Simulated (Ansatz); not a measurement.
## Strain and the gap of RbBr (rocksalt)

RbBr in the rocksalt structure, relaxed with r2SCAN in the PAW code Ansatz. Space group Fm-3m (No. 225), cubic; conventional cell a = 6.922 Å, 41.45 Å³ an atom. Rb is surrounded by 6 Br at 3.46 Å; Br is surrounded by 6 Rb at 3.46 Å.

The axes x, y and z are those of this cell:
```
CELL_PARAMETERS angstrom
0.00000 3.46083 3.46083
3.46083 0.00000 3.46083
3.46083 3.46083 0.00000
ATOMIC_POSITIONS crystal
Rb 0.00000 0.00000 0.00000
Br 0.50000 0.50000 0.50000
```

Unstrained: PBE gives a direct gap of 4.291 eV at Γ. The r2SCAN gap is direct at Γ: 4.893 eV. With HSE06 the gap is 5.443 eV and direct, at Γ. Meshes: PBE 6×6×6, r2SCAN 6×6×6, HSE06 4×4×4. Strains are changes of length per length, and xy shears are angles. After each strain the atoms were relaxed again with r2SCAN within the symmetry that the strain leaves, so tilts or polar shifts that break it weren't tested; points keep the names that they have in the unstrained zone. (Simulation; spin polarisation is off.)

Changes of the least gap in eV (an overlap counts as a negative gap):

| strain | volume change (%) | space group | PBE | r2SCAN | HSE06 | energy rise, r2SCAN (meV/atom) |
| --- | --- | --- | --- | --- | --- | --- |
| epitaxial -1.56 % in the plane normal to [111], free normal strain +1.93 % | -1.2 | R-3m | +0.005 | +0.006 | +0.008 | 1.2 |
| xy shear, engineering strain (angle) +2.26 % | 0.0 | Immm | -0.020 | -0.020 | -0.020 | 0.3 |
| uniaxial -0.71 % along [111] | -0.7 | R-3m | +0.010 | +0.011 | +0.012 | 0.2 |

Epitaxial -1.56 % in the plane normal to [111], free normal strain +1.93 %. HSE06: the gap goes from 5.443 to 5.451 eV (+0.008 eV); with r2SCAN the top three valence levels at Γ, degenerate before, become 2+1 from the top over 58 meV. Stress change with r2SCAN, compression positive: xx +0.17, yy +0.17, zz +0.17, xy -0.10, xz -0.10, yz -0.10 GPa.

Xy shear, engineering strain (angle) +2.26 %. HSE06: the gap goes from 5.443 to 5.423 eV (-0.020 eV); with r2SCAN the top three valence levels at Γ, degenerate before, become 1+1+1 from the top over 36 meV. Stress change with r2SCAN, compression positive: xx 0.00, yy 0.00, zz 0.00, xy -0.09 GPa.

Uniaxial -0.71 % along [111], other directions held. HSE06: the gap goes from 5.443 to 5.455 eV (+0.012 eV); with r2SCAN the top three valence levels at Γ, degenerate before, become 1+2 from the top over 11 meV. Stress change with r2SCAN, compression positive: xx +0.10, yy +0.10, zz +0.10 GPa.

Spin-orbit coupling is left out.

The meshes of the hybrids are coarse, so their gaps aren't converged to the digits shown.

The splittings at Γ are without spin-orbit coupling, which regroups them where it is of like size or larger.
